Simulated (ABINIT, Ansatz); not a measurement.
The band gap of ZnO, sorted by core time

Symmetry: P6_3mc, No. 186, hexagonal system. Conventional cell: a = 3.249 Å, b = 3.249 Å, c = 5.206 Å, α = 90.00°, β = 90.00°, γ = 120.00°. Zn (site symmetry 3m) is surrounded by 4 O at 1.97 to 1.98 Å. Around O (site symmetry 3m) lie 4 Zn at 1.97 to 1.98 Å.

| rung | level | program and potentials | cutoff (eV) | k mesh | task | core time | chip | band gap (eV) | miss (eV) | notes |
| --- | --- | --- | --- | --- | --- | --- | --- | --- | --- | --- |
| GGA | revPBE | Ansatz, Ansatz PAW | 420 | 9 × 9 × 5 | band structure | 20 s | Intel Xeon Skylake/Cascade Lake | (a) | ? | potentials made for PBE, which Ansatz adapts in part |
| GGA | RPBE | Ansatz, Ansatz PAW | 420 | 9 × 9 × 5 | band structure | 29 s | Intel Xeon Skylake/Cascade Lake | 0.90 | -2.48 | potentials made for PBE, which Ansatz adapts in part |
| meta-GGA | r2SCAN | Ansatz, Ansatz PAW | 500 | 9 × 9 × 5 | band structure | 42 s | Intel Xeon Skylake/Cascade Lake | 1.23 | -2.15 | potentials made for PBE, which Ansatz adapts in part |
| hybrid | BHLYP | Ansatz, Ansatz PAW | 420 | 5 × 5 × 3 | band structure | 3.9 min | Arm Neoverse V2 | 5.93 | +2.55 | coarse mesh; potentials made for PBE, which Ansatz adapts in part |
| GGA | PBE | ABINIT, JTH PAW PBE v2.0 | 626 | 12 × 12 × 6 | single point | 4.5 min | Arm Neoverse V2 | 0.79 | -2.59 | - |
| hybrid | HSE06 | Ansatz, Ansatz PAW | 420 | 5 × 5 × 3 | band structure | 4.8 min | Arm Neoverse V1 | 2.53 | -0.85 | coarse mesh; potentials made for PBE, which Ansatz adapts in part |
| hybrid | PBE0 | Ansatz, Ansatz PAW | 420 | 5 × 5 × 3 | band structure | 11 min | Intel Xeon Skylake/Cascade Lake | 3.22 | -0.16 | coarse mesh; potentials made for PBE, which Ansatz adapts in part |
| hybrid | r2SCAN0 | Ansatz, Ansatz PAW | 500 | 5 × 5 × 3 | band structure | 14 min | Intel Xeon Skylake/Cascade Lake | 3.54 | +0.16 | coarse mesh; potentials made for PBE, which Ansatz adapts in part |
| hybrid | r2SCANh | Ansatz, Ansatz PAW | 500 | 5 × 5 × 3 | band structure | 15 min | Intel Xeon Skylake/Cascade Lake | 2.14 | -1.24 | coarse mesh; potentials made for PBE, which Ansatz adapts in part |

Times are single runs on shared hosts and different chips, so they are rough; meshes, cutoffs and the tasks' sizes weigh on the time. All rows: no spin polarisation. Gaps are the least found on the k mesh or the band path, and a mesh can miss the band edges. The cell comes from a database and isn't always the measured one. Meshes differ between rows, which moves values too. All levels ran on this one cell, unrelaxed unless noted. Meshes are those of the run's cell of 4 atoms unless a note names another. Misses use the values as printed. Runs on faulty files, with rough fits or with known faults for this quantity aren't shown. No row holds spin-orbit coupling.

Measured: 3.38 eV (pmc:10652265, doi:10.1021/acsomega.3c06556). The runs are for a static lattice.

Task: Estimate the value left out from the other rows.

Result: (a) 0.88 eV, miss -2.50.
